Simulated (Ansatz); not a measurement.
## Moving the functional in CuCl2

The structure is tetragonal, space group I4/mmm (No. 139). The conventional cell has a = 4.510 Å, b = 4.510 Å, c = 13.720 Å, α = 90.00°, β = 90.00°, γ = 90.00°. Around Cu (site symmetry 4/mmm) lie 4 Cl at 2.25 Å. Cl (site symmetry mmm) is surrounded by 2 Cu at 2.25 Å.

Measurements of this composition are mostly on another form, of space group No. 12.

Kept alike: task band structure; k mesh 8 × 8 × 8; occupations fermi-dirac, width 0.05 eV; no spin polarisation. Program: Ansatz, Ansatz PAW. Cutoffs run from 420 to 500 eV. The mesh is that of the run's cell of 3 atoms. No spin-orbit coupling.

| functional | pressure (GPa) |
| --- | --- |
| BLYP | 1.47 |
| LDA | -1.89 |
| PBEsol | -0.91 |
| r2SCAN | -0.26 |

Pressure is positive in compression, with a Pulay correction for the finite cutoff. For a metal such a mesh leaves the last digits unconverged. All rows use potentials made for PBE.

Q: What does the functional change here?

A: The pressure runs from -1.89 (LDA) to 1.47 GPa (BLYP). A positive pressure means that the functional's own cell is larger than the one given, a negative one that it is smaller.
